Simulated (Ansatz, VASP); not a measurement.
## Two plane-wave programs on Be

```xyz
2
Lattice="2.2931 0.0000 0.0000 -1.1465 1.9859 0.0000 0.0000 0.0000 3.6126" Properties=species:S:1:pos:R:3 pbc="T T T"
Be    0.0000    1.3239    0.9032
Be    1.1465    0.6620    2.7095
```

Alike in both runs: task relaxation of shape and atoms at fixed volume; functional LDA; k mesh 21 × 21 × 12; occupations gaussian, width 0.1 eV; no spin polarisation.

|  | VASP | Ansatz |
| --- | --- | --- |
| version | VASP 6.6.1 | Ansatz 0.2.0 |
| potentials or method | VASP PAW LDA potentials, release 64 (Be) | scalar-relativistic, plane waves, PAW |
| plane-wave cutoff (eV) | 600 | 420 |
| valence electrons in the cell | 4 | 4 |

|  | VASP | Ansatz | Ansatz less VASP |
| --- | --- | --- | --- |
| gap on the k mesh at the Fermi level, each at its own relaxed structure (eV) | none | none | - |
| relaxed volume (Å³/atom) | 8.23 | 8.23 | 0.000 |
| relaxed cell length with the largest relative difference (Å) | 3.610 | 3.609 | -0.0006 |

A gap of «none» marks a metal or a gap that the smearing closes.
